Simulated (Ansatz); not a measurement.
Stackings of close-packed layers of TiC (capitals for Ti, lower case for the other element), each relaxed to a stress under 0.05 GPa; energies count from the stacking AcBaCb (Fm-3m).

Computed with DFT PBE, scalar-relativistic, plane waves, PAW in Ansatz.

Cutoff 420 eV, Gaussian smearing of 0.10 eV, energies at zero smearing, symmetry of each start kept, no spin polarisation.

```json
{"start": "AbAc", "atoms": "4", "k mesh": "12×12×9", "excess energy (meV/atom)": "439.8", "excess energy on a denser mesh (meV/atom)": "439.5", "spacing of like layers (Å)": "2.691", "a (Å)": "3.042", "denser mesh": "21×21×18"}
{"start": "AcBc", "atoms": "4", "k mesh": "12×12×9", "excess energy (meV/atom)": "141.8", "excess energy on a denser mesh (meV/atom)": "141.3", "spacing of like layers (Å)": "2.353", "a (Å)": "3.158", "denser mesh": "21×21×18"}
{"start": "AcBcAbCb", "atoms": "8", "k mesh": "12×12×5", "excess energy (meV/atom)": "92.7", "excess energy on a denser mesh (meV/atom)": "92.7", "spacing of like layers (Å)": "2.447", "a (Å)": "3.100", "denser mesh": "21×21×10"}
{"start": "AcBaCbAbCaBc", "atoms": "12", "k mesh": "12×12×3", "excess energy (meV/atom)": "69.4", "excess energy on a denser mesh (meV/atom)": "69.7", "spacing of like layers (Å)": "2.473", "a (Å)": "3.085", "denser mesh": "21×21×6"}
{"start": "AcBaCaBaCaBaCaBc", "atoms": "16", "k mesh": "12×12×3", "excess energy (meV/atom)": "122.7", "excess energy on a denser mesh (meV/atom)": "122.3", "spacing of like layers (Å)": "2.395", "a (Å)": "3.133", "denser mesh": "21×21×6"}
{"start": "AcBcAbCbAcBcAbCb", "atoms": "16", "k mesh": "12×12×3", "excess energy (meV/atom)": "92.9", "excess energy on a denser mesh (meV/atom)": "92.7", "spacing of like layers (Å)": "2.448", "a (Å)": "3.100", "denser mesh": "21×21×6"}
```

Zero in every row: gap on the mesh (eV).

Small energy differences in metals hang on the k mesh (about 10 mJ/m² or 1 to 2 meV/atom on the mesh of the relaxation).